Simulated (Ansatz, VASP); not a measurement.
Two plane-wave programs on AlFe

File POSCAR:

```
AlFe
1.0
   -2.9435390000      0.0000000000     -2.9435390000
    0.0000000000     -2.9435390000      0.0000000000
   -2.9435390000      0.0000000000      2.9435390000
Fe Al
2 2
Direct
    0.0000000000      0.5000000000      0.5000000000
    0.5000000000      0.5000000000      0.0000000000
    0.0000000000      0.0000000000      0.0000000000
    0.5000000000      0.0000000000      0.5000000000
```

Contents of INCAR.step1:

```
SYSTEM = AlFe
PREC = Accurate ; ENCUT = 520
ISMEAR = -1 ; SIGMA = 0.0155
LREAL = .False. ; LASPH = .True.
NELM = 80 ; NBANDS = 19
GGA = PE ; ALGO = Normal
EDIFF = 1E-4 ; LWAVE = .True.
LCHARG = .False.
```

The input INCAR.step2:

```
SYSTEM = AlFe
PREC = Accurate ; ENCUT = 520
EDIFF = 1E-6 ; ISMEAR = -1
SIGMA = 0.0155 ; LREAL = .False.
LASPH = .True. ; NELM = 80
ALGO = Normal ; ISIF = 2
LWAVE = .False. ; LCHARG = .False.
METAGGA = R2SCAN ; LMIXTAU = .True.
NBANDS = 19 ; ISTART = 1
```

File KPOINTS:

```
Automatic mesh
0
Gamma
  6 8 6
  0 0 0
```

Input for Ansatz:

```yaml
crystal:
  lattice:
    - [2.943539, 0.0, 2.943539]
    - [0.0, 2.943539, 0.0]
    - [2.943539, 0.0, -2.943539]
  atoms:
    - { symbol: Fe, position: [0.0, 0.5, 0.5] }
    - { symbol: Fe, position: [0.5, 0.5, 0.0] }
    - { symbol: Al, position: [0.0, 0.0, 0.0] }
    - { symbol: Al, position: [0.5, 0.0, 0.5] }
kpoints:
  mp_grid: { grid: [6, 8, 6], shift: [0, 0, 0] }
magnetization:
  spin_polarized: false
scf:
  occupations: { method: fermi_dirac, width: 0.0155 }
  lower_state_search: "off"
  max_iter: 200
hamiltonian:
  pseudopotentials: { kind: paw }
  xc: r2scan
basis:
  ecutwfc: 500
  fft_grid_basis: typed
output:
  forces: true
  stress: true
  eigenvalues: true
  bader: true
  populations: true
  elf: true
  write_potential: true
  volumetric_format: npy
  dos:
    e_range: [-12, 8]
    de: 0.05
    projected: { site_lists: { Al: [Al], Fe: [Fe] } }
checkpoint:
  read: saved_state
```

Alike in both runs: task single point; functional r2SCAN; k mesh 6 × 8 × 6; occupations fermi-dirac, width 0.0155 eV; no spin polarisation.

```csv
,VASP,Ansatz
version,VASP 6.6.1,Ansatz 0.2.0
potentials or method,"VASP PAW PBE potentials, release 64 (Fe, Al)",PAW plane waves
plane-wave cutoff (eV),520,500
valence electrons in the cell,22,38
```

```csv
,VASP,Ansatz,Ansatz less VASP
pressure (GPa),-16.7,-16.5,+0.17
```

The two sets of potentials don't hold the same shells in valence.

Caveats: so large a pressure means that the cell lies far from this level's equilibrium, or that cutoff or potentials fall short (VASP); the potentials were made for another functional, which shifts forces and pressure (VASP); the real-space grid breaks the cell's symmetry a little (VASP). Spin polarisation is off, so any magnetic state and its effect on volume and gap are missing.
